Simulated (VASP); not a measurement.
# Ti in VASP: further runs

One slab, Ti, is run at these levels: LDA; tasks: single point.

All numbers are computed with VASP 6.6.1; they aren't measurements. Logs are shortened: lines on timing, memory, paths and dates and some standing lists are left out, and cuts for length are marked.

## (1) The structure

The cell holds a slab with vacuum, 6 atoms: a = 2.950 Å, b = 2.950 Å, c = 23.715 Å, α = 90.00°, β = 90.00°, γ = 120.00°.

The slab is cut from a database's or a generator's crystal, which needn't be the stable form of the element.

## (2) Single point, LDA

The input, INCAR:

```
SYSTEM = Ti
PREC     = Accurate       ! precision mode
ENCUT    = 500            ! plane-wave cutoff, eV
EDIFF    = 1E-7           ! SCF threshold, eV
ISMEAR   = 1              ! smearing method
SIGMA    = 0.1            ! smearing width, eV
LREAL    = .FALSE.        ! projectors in reciprocal space
LASPH    = .TRUE.         ! aspherical terms in the spheres
NELM     = 120            ! most SCF steps
ALGO     = Normal         ! electronic algorithm
ISIF     = 2              ! what is computed and relaxed
LWAVE    = .FALSE.        ! write WAVECAR
LCHARG   = .FALSE.        ! write CHGCAR
LDIPOL   = .TRUE.       
IDIPOL   = 3            
DIPOL    = 0.5 0.5 0.500
GGA      = CA             ! functional
NBANDS   = 50             ! bands
LVHAR    = .TRUE.       
LVACPOTAV= .TRUE.
```

The input, KPOINTS:

```
Automatic mesh
0
G
  13 13 1
  0 0 0
```

The input, POSCAR:

```
Ti
1.0
    2.9499978604      0.0000000000      0.0000000000
   -1.4749989302      2.5547730882      0.0000000000
    0.0000000000      0.0000000000     23.7150000000
Ti
6
Direct
    0.6666666667      0.3333333334      0.2530044276
    0.3333333333      0.6666666666      0.3518026565
    0.6666666667      0.3333333334      0.4506008855
    0.3333333333      0.6666666666      0.5493991145
    0.6666666667      0.3333333334      0.6481973435
    0.3333333333      0.6666666666      0.7469955724
```

Potentials or basis: VASP PAW LDA potentials, release 64 (Ti_sv).

On the command line:

```sh
$ cat potpaw_LDA.64/Ti_sv/POTCAR > POTCAR
$ mpirun -np 1 vasp_std > vasp.out
```

OUTCAR:

```text
SYSTEM = Ti
   PREC = Accurate
   ENCUT = 500
   EDIFF = 1E-7
   ISMEAR = 1
   LREAL = .FALSE.
   LASPH = .TRUE.
   NELM = 120
   ISIF = 2
   GGA = CA

 Found     21 irreducible k-points:

 Following reciprocal coordinates:
            Coordinates               Weight
  0.000000  0.000000  0.000000      1.000000
  0.076923  0.000000  0.000000      6.000000
  0.153846 -0.000000  0.000000      6.000000
  0.230769 -0.000000  0.000000      6.000000
  0.307692 -0.000000  0.000000      6.000000
  0.384615  0.000000  0.000000      6.000000
   k-points           NKPTS =     21   k-points in BZ     NKDIM =     21   number of bands    NBANDS=     50
   number of dos      NEDOS =    301   number of ions     NIONS =      6
   total plane-waves  NPLWV = 103680
   dimension x,y,z NGX =    24 NGY =   24 NGZ =  180
   dimension x,y,z NGXF=    48 NGYF=   48 NGZF=  360
   ions per type =               6
   NGX,Y,Z   is equivalent  to a cutoff of  13.53, 13.53, 12.62 a.u.
   NGXF,Y,Z  is equivalent  to a cutoff of  27.05, 27.05, 25.24 a.u.
 SYSTEM =  Ti
   PREC   = accura    normal or accurate (medium, high low for compatibility)
   ISTART =      0    job   : 0-new  1-cont  2-samecut
   ICHARG =      2    charge: 1-file 2-atom 10-const
   ISPIN  =      1    spin polarized calculation?
   LNONCOLLINEAR =      F non collinear calculations
   LSORBIT =      F    spin-orbit coupling
   LASPH  =      T    aspherical Exc in radial PAW
   ENCUT  =  500.0 eV  36.75 Ry    6.06 a.u.   5.38  5.38 43.24*2*pi/ulx,y,z
   NELM   =    120;   NELMIN=  2; NELMDL= -5     # of ELM steps
   EDIFF  = 0.1E-06   stopping-criterion for ELM
   LREAL  =      F    real-space projection
   EDIFFG = 0.1E-05   stopping-criterion for IOM
   NSW    =      0    number of steps for IOM
   IBRION =     -1    ionic relax: 0-MD 1-quasi-New 2-CG
   NFREE  =      0    steps in history (QN), initial steepest desc. (CG)
   ISIF   =      2    stress and relaxation
   ISYM   =      2    0-nonsym 1-usesym 2-fastsym
   POTIM  = 0.5000    time-step for ionic-motion
   TEBEG  =    0.0;   TEEND  =   0.0 temperature during run
   PSTRESS=    0.0 pullay stress
   NELECT =      72.0000    total number of electrons
   NUPDOWN=      -1.0000    fix difference up-down
   EMIN   =  10.00;   EMAX   =-10.00  energy-range for DOS
   EFERMI =   0.00;   METHOD = LEGACY
   ISMEAR =     1;   SIGMA  =   0.10  broadening in eV -4-tet -1-fermi 0-gaus
   EFERMI_NEDOS =   21; number of points for ismear=-14 and -15
   IALGO  =     38    algorithm
   IMIX   =      4    mixing-type and parameters
     AMIX     =   0.40;   BMIX     =  1.00
     AMIX_MAG =   1.60;   BMIX_MAG =  1.00
  volume/ion in A,a.u.               =      29.79       201.02
  Fermi-wavevector in a.u.,A,eV,Ry     =   1.209075  2.284821 19.889848  1.461863
  Thomas-Fermi vector in A             =   2.344664
   LORBIT       =      0    0 simple, 1 ext, 2 COOP (PROOUT), +10 PAW based schemes
   GGA     = CA    functional components
   LHFCALC =     F    Hartree Fock is set to
   AEXX    =    0.0000 exact exchange contribution
   IVDW    =     0    specifies the selected vdW correction
   LEPSILON=     F    determine dielectric tensor
   LRPA    =     F    only Hartree local field effects (RPA)
 non-spin polarized calculation
 Methfessel and Paxton  Order N= 1 SIGMA  =   0.10
  energy-cutoff  :      500.00
  volume of cell :      178.73
 maximum number of plane-waves:      4635
 NGX is ok and might be reduce to    24
   NGX = 11   NGY = 11   NGZ = 87

 number of electron      71.9999995 magnetization

 dipolmoment           0.000000      0.000000      0.000000 electrons x Angstroem

 Free energy of the ion-electron system (eV)
  ---------------------------------------------------
  ext. energy  EPLUGINS =         0.00000000
  ---------------------------------------------------
  free energy    TOTEN  =       -48.73813444 eV

  energy without entropy =      -48.73845836  energy(sigma->0) =      -48.73824241

 E-fermi :   2.9573     XC(G=0):  -7.8219

 val. band max:        2.9481493635   @ k =   0.2308  -0.0000   0.0000
 cond. band min:       2.9810332750   @ k =   0.3077   0.2308   0.0000
 fundamental gap:      0.0328839115
 Fermi energy:         2.9573422990

 k-point     1 :       0.0000    0.0000    0.0000
  band No.  band energies     occupation
      1     -53.3395      2.00000
      2     -53.3394      2.00000
      3     -53.2176      2.00000
      4     -53.1674      2.00000
      5     -53.1172      2.00000
      6     -53.1004      2.00000
[... 40 lines left out ...]
     47       3.8973     -0.00000
     48       4.0895     -0.00000

 k-point     2 :       0.0769    0.0000    0.0000
  band No.  band energies     occupation
      1     -53.3352      2.00000
      2     -53.3351      2.00000
      3     -53.2123      2.00000
      4     -53.1631      2.00000
      5     -53.1138      2.00000
      6     -53.0977      2.00000
[... 40 lines left out ...]
     47       3.9879     -0.00000
     48       4.0611     -0.00000

 k-point     3 :       0.1538   -0.0000    0.0000
  band No.  band energies     occupation
      1     -53.3232      2.00000
      2     -53.3231      2.00000
      3     -53.1973      2.00000
      4     -53.1512      2.00000
      5     -53.1044      2.00000
      6     -53.0903      2.00000
[... 40 lines left out ...]
     47       4.1182     -0.00000
     48       4.2258     -0.00000

 k-point     4 :       0.2308   -0.0000    0.0000
  band No.  band energies     occupation
      1     -53.3062      2.00000
      2     -53.3062      2.00000
      3     -53.1756      2.00000
      4     -53.1342      2.00000
      5     -53.0914      2.00000
      6     -53.0803      2.00000
[... 40 lines left out ...]
     47       4.4754     -0.00000
     48       4.5447     -0.00000

 k-point     5 :       0.3077   -0.0000    0.0000
  band No.  band energies     occupation
      1     -53.2882      2.00000
      2     -53.2882      2.00000
      3     -53.1512      2.00000
      4     -53.1162      2.00000
      5     -53.0778      2.00000
      6     -53.0705      2.00000
[... 40 lines left out ...]
     47       4.8533     -0.00000
     48       4.8626     -0.00000

 k-point     6 :       0.3846    0.0000    0.0000
  band No.  band energies     occupation
      1     -53.2732      2.00000
      2     -53.2732      2.00000
      3     -53.1293      2.00000
      4     -53.1017      2.00000
      5     -53.0670      2.00000
      6     -53.0632      2.00000
[... 40 lines left out ...]
     47       5.3251      0.00000
     48       5.3426      0.00000

 [... further k-points ...]

 [bands above 48 left out]

------------------------ aborting loop because EDIFF is reached ----------------------------------------

  FORCE on cell =-STRESS in cart. coord.  units (eV):
  Direction    XX          YY          ZZ          XY          YZ          ZX
  --------------------------------------------------------------------------------------
  -------------------------------------------------------------------------------------
  Total       -7.9474587     -7.9474587     -8.0044842      0.0000000      0.0000000     -0.0000000
  in kB      -71.2429178    -71.2429178    -71.7541086      0.0000000      0.0000000     -0.0000000
  external PRESSURE =     -71.4133147 kB  Pullay stress =       0.0000000 kB

 VOLUME and BASIS-vectors are now :
 -----------------------------------------------------------------------------
  energy-cutoff  :      500.00
  volume of cell :      178.73
      direct lattice vectors                 reciprocal lattice vectors
     2.949997860  0.000000000  0.000000000     0.338983297  0.195712098  0.000000000
    -1.474998930  2.554773088  0.000000000     0.000000000  0.391424195  0.000000000
     0.000000000  0.000000000 23.715000000     0.000000000  0.000000000  0.042167405

 POSITION                                       TOTAL-FORCE (eV/Angst)
 -----------------------------------------------------------------------------------
      1.47500      0.85159      6.00000        -0.000000     -0.000000      1.035361
     -0.00000      1.70318      8.34300        -0.000000      0.000000     -0.608926
      1.47500      0.85159     10.68600         0.000000      0.000000      0.041156
     -0.00000      1.70318     13.02900        -0.000000     -0.000000     -0.041156
      1.47500      0.85159     15.37200         0.000000      0.000000      0.608926
     -0.00000      1.70318     17.71500         0.000000     -0.000000     -1.035361
 -----------------------------------------------------------------------------------
    total drift:                               -0.000000      0.000000      0.000000

  FREE ENERGIE OF THE ION-ELECTRON SYSTEM (eV)
  ---------------------------------------------------
  free  energy   TOTEN  =       -48.7381344413 eV

  energy  without entropy=      -48.7384583607  energy(sigma->0) =      -48.73824241

 vacuum level on the upper side and lower side of the slab         7.584         7.584
```

It took 3.4 min on 1 thread of Intel Xeon 6975P-C (Granite Rapids), shared host; peak memory 0.3 GiB.

These settings aren't checked as converged: the numbers below hold their error.

Results:

```
Free energy                     : -48.7381 eV
Largest force                   : 1.035 eV/Å
Band gap on the k mesh          : none (metal or under the smearing width)
Work function of the upper face : 4.63 eV
Work function of the lower face : 4.63 eV
```

## (3) Single point, LDA

This run uses another cell than the first one, of 33.56 Å³/atom, 1.127 times its volume.

Changes to INCAR since step 2:

```diff
@@ -2,3 +2,3 @@
 PREC     = Accurate       ! precision mode
-ENCUT    = 500            ! plane-wave cutoff, eV
+ENCUT    = 400            ! plane-wave cutoff, eV
 EDIFF    = 1E-7           ! SCF threshold, eV
```

The input, KPOINTS:

```
Automatic mesh
0
G
  16 16 1
  0 0 0
```

The input, POSCAR:

```
Ti
1.0
    2.9499978604      0.0000000000      0.0000000000
   -1.4749989302      2.5547730882      0.0000000000
    0.0000000000      0.0000000000     26.7150000000
Ti
6
Direct
    0.6666666667      0.3333333334      0.2807411567
    0.3333333333      0.6666666666      0.3684446940
    0.6666666667      0.3333333334      0.4561482313
    0.3333333333      0.6666666666      0.5438517687
    0.6666666667      0.3333333334      0.6315553060
    0.3333333333      0.6666666666      0.7192588433
```

Potentials or basis: VASP PAW LDA potentials, release 64 (Ti_sv).

On the command line:

```sh
$ cat potpaw_LDA.64/Ti_sv/POTCAR > POTCAR
$ mpirun -np 1 vasp_std > vasp.out
```

It took 4.1 min on 1 thread of Intel Xeon 6975P-C (Granite Rapids), shared host; peak memory 0.29 GiB.

These settings aren't checked as converged: the numbers below hold their error.

What came out:

```
Free energy                     : -48.7030 eV
Largest force                   : 1.037 eV/Å
Band gap on the k mesh          : none (metal or under the smearing width)
Work function of the upper face : 4.63 eV
Work function of the lower face : 4.63 eV
```
